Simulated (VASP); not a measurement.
The system is AlP.

```
Al P
1.0
     0.00000    2.75287    2.75287
     2.75287    0.00000    2.75287
     2.75287    2.75287    0.00000
Al P
1 1
Direct
  0.00000 0.00000 0.00000
  0.25000 0.25000 0.25000
```

The cell is a database's computed one.

Base run:

```yaml
Program: VASP 6.6.1
Functional: r2SCAN
Potentials_or_basis: VASP PAW PBE potentials, release 64 (Al, P)
Cutoff: 450 eV
k_mesh: 10 × 10 × 10
Occupations: gaussian, width 0.02 eV
Spin: no spin polarisation
```

Its results: band gap on the k mesh 1.96 eV, indirect (least direct gap 3.77 eV).

Question: After a change of settings the same cell gave: band gap on the k mesh 1.63 eV, indirect (least direct gap 3.09 eV). Which change was it?
A. functional from r2SCAN to PBE; cutoff from 450 eV to 300 eV
B. functional from r2SCAN to PBE0; k mesh from 10 × 10 × 10 to 8 × 8 × 8
C. functional from r2SCAN to HSE06; k mesh from 10 × 10 × 10 to 8 × 8 × 8

Answer: A.

r2SCAN gives the wider gap, since meta-GGAs in the generalised Kohn-Sham scheme recover part of the derivative discontinuity.
